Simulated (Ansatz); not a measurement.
Input of an Ansatz 0.2.0 run:

Contents of input.yaml:

```yaml
crystal:
  lattice:
    - [0.0, 3.018, 3.018]
    - [3.018, 0.0, 3.018]
    - [3.018, 3.018, 0.0]
  atoms:
    - { symbol: In, position: [0.0, 0.0, 0.0] }
    - { symbol: As, position: [0.75, 0.75, 0.75] }
kpoints:
  mp_grid: { grid: [6, 6, 6] }
scf:
  occupations: { method: fermi_dirac, width: 0.05 }
hamiltonian:
  xc: lda
  pseudopotentials: { kind: all_electron, lapw: { basis_error: 0.001 } }
output: {}
phonons:
  method: fd
  supercell: [1, 1, 1]
```

Potentials or basis: all-electron LAPW, scalar-relativistic.

Launch:

```console
$ ansatz run input.yaml --threads 1 --pin off --max-ram 3072MiB --backend cpu --events-out ev --progress --plain --runs-dir out
```

Question: Predict the highest phonon frequency at Γ.

Answer: 210 cm⁻¹.

Question: Estimate the band gap on the k mesh.

Answer: None (metal or under the smearing width).

Phonon frequencies in cm⁻¹ (negative: imaginary):
```
              q point        frequencies
(0.000, 0.000, 0.000)  0 0 0 210 210 210
```

Caveat: the k mesh is thin for a metal, which can move the energy by tens of meV per atom; a metal's response needs a denser mesh; this crystal is a semiconductor, whose small gap the functional closes, so the metal is an error of the method.

**Measured values to compare with.**

From a printed reference work, data compilation, for a bulk crystal of InAs at 4.2 K: band gap 0.418 eV (direct).

Against the measured gap of InAs, 0.418 eV (direct; 4.2 K; a printed reference work, data compilation), the calculated 0.00 eV is off by -0.42 eV. Spin-orbit coupling on As, In is left out. The value is that of LDA on a finite k mesh, which can miss the band edges, without temperature or zero-point motion. Semilocal functionals fall short of measured gaps as a rule.
